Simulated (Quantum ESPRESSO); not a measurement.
Runs of Quantum ESPRESSO 7.5 on Ge. It takes space group Fd-3m (No. 227, cubic). The conventional cell has a = 5.658 Å, b = 5.658 Å, c = 5.658 Å, α = 90.00°, β = 90.00°, γ = 90.00°. Ge (site symmetry -43m) is surrounded by 4 Ge at 2.45 Å. 

```csv
level,potentials or basis,cell,cutoff (eV),gap on the mesh (eV),pressure (GPa)
PBEsol,GBRV 1.5 PBEsol,relaxed to 0.3 kbar,612,none,0.0
PBE,SSSP 1.3 efficiency PBE,relaxed to 10 GPa,857,0.41,10.0
PBE,SSSP 1.3 efficiency PBE,relaxed to 30 GPa,857,0.22,30.0
PBE,SSSP 1.3 efficiency PBE,relaxed to 20 GPa,857,0.34,20.0
PBE,SSSP 1.3 efficiency PBE,relaxed to 0.3 kbar,857,none,0.0
PBE,SSSP 1.3 efficiency PBE,relaxed to 2 GPa,857,none,2.0
PBEsol,PseudoDojo 0.4 SR PBEsol stringent,relaxed to 0.3 kbar,1687,none,0.0
PBEsol,PseudoDojo 0.4.1 SR PBEsol standard,relaxed to 0.3 kbar,1061,none,0.0
PBE,SSSP 1.3 efficiency PBE,relaxed to 5 GPa,857,(a),5.0
```

Alike in all rows: task relaxation of cell and atoms; no spin polarisation; k mesh 8 × 8 × 8; smearing fermi-dirac 0.05 eV.

Problem. Fill in the values left out.

Solution. (a) 0.21.

A k mesh can miss the band edges, and the runs leave out spin-orbit coupling on Ge.

A gap of «none» marks a metal or a gap under the smearing width.

The runs don't all hold the same shells in valence.
